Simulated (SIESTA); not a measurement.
The system is HgSe.

```
Hg Se
1.0
     0.00000    3.03900    3.03900
     3.03900    0.00000    3.03900
     3.03900    3.03900    0.00000
Hg Se
1 1
Direct
  0.00000 0.00000 0.00000
  0.75000 0.75000 0.75000
```

Base run:

* Program: SIESTA 5.4.2
* Functional: PBE
* Potentials or basis: PseudoDojo 0.4 standard (PBE files)
* Basis: DZP (energy shift 0.003 Ry; two zetas on semicore shells)
* Grid cutoff: 800 Ry
* Energy shift: 0.003 Ry
* k mesh: 8 × 8 × 8
* Occupations: fermi-dirac, width 0.05 eV
* Spin: no spin polarisation

Its results: band gap on the k mesh none (metal or under the smearing width); pressure 5.7 GPa.

Problem. The run is repeated on the same cell with these changes: functional from PBE to AM05; potentials or basis from PseudoDojo 0.4 standard (PBE files) to PseudoDojo 0.4 standard (PBEsol files). What comes out?

Solution. Band gap on the k mesh none (metal or under the smearing width); pressure 3.2 GPa.

Caveats: short orbitals over semicore shells can move pressures by several GPa; the valence orbitals were made in a potential fitted to the semicore shell under them, which widens gaps by tenths of an eV or more; the basis of atomic orbitals isn't converged, which shifts pressures, moduli and gaps; the potentials were made for another functional, which shifts forces and pressure (some runs); spin-orbit coupling is left out, which moves the levels of the heavy elements (some runs).
